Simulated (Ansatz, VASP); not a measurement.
## Au: VASP beside Ansatz

```
Au
1.0
    -1.63487    1.63487    1.63487
     1.63487   -1.63487    1.63487
     1.63487    1.63487   -1.63487
Au
1
Direct
  0.00000 0.00000 0.00000
```

Change from the starting cell: volume scaled by 0.96.

Alike in both runs: task single point; functional PBEsol; k mesh 11 × 11 × 11; occupations fermi-dirac, width 0.05 eV; no spin polarisation.

```csv
,VASP,Ansatz
version,VASP 6.6.1,Ansatz 0.2.0
potentials or method,"VASP PAW PBE potentials, release 64 (Au)",Ansatz PAW
plane-wave cutoff (eV),520,420
valence electrons in the cell,11,19
```

|  | VASP | Ansatz | Ansatz less VASP |
| --- | --- | --- | --- |
| gap on the k mesh at the Fermi level (eV) | none | none | - |
| pressure (GPa) | -3.8 | -3.6 | +0.25 |

A gap of «none» marks a metal or a gap that the smearing closes. The two sets of potentials don't hold the same shells in valence.

Caveats: the PAW data sets were made with another functional, which shifts forces and pressure a little (VASP); the PAW data sets come from PBE, with cores solved anew for the run's functional, which leaves a small shift of forces and pressure (Ansatz). Spin-orbit coupling is left out, which matters for the levels of Au.
